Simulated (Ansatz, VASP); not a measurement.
**One calculation of SrCl2, two programs**

```xyz
3
Lattice="0.0000 3.5333 3.3919 3.5333 0.0000 3.3919 3.5333 3.5333 0.0000" Properties=species:S:1:pos:R:3 pbc="T T T"
Sr    0.0000    0.0000    0.0000
Cl    1.7666    1.7666    1.6960
Cl    5.2999    5.2999    5.0879
```

Alike in both runs: task single point; functional PBE; k mesh 6 × 6 × 6; occupations gaussian, width 0.05 eV; no spin polarisation.

```csv
,VASP,Ansatz
version,VASP 6.6.1,Ansatz 0.2.0
potentials or method,"VASP PAW PBE potentials, release 64 (Sr_sv, Cl)","scalar-relativistic, plane waves, PAW"
plane-wave cutoff (eV),520,420
valence electrons in the cell,24,24
```

|  | VASP | Ansatz | Ansatz less VASP |
| --- | --- | --- | --- |
| gap on the k mesh at the Fermi level (eV) | 5.12 | 5.13 | +0.005 |
| least direct gap on the mesh (eV) | 5.32 | 5.32 | +0.002 |
| pressure (GPa) | 1.2 | 1.1 | -0.08 |
| largest component of the traceless stress (GPa) | 1.43 | 1.44 | +0.008 |

The functional is the same, so the differences come from potentials, cutoffs and numerics.

A k mesh can miss the band edges. As with any semilocal functional, this PBE gap is likely too small.
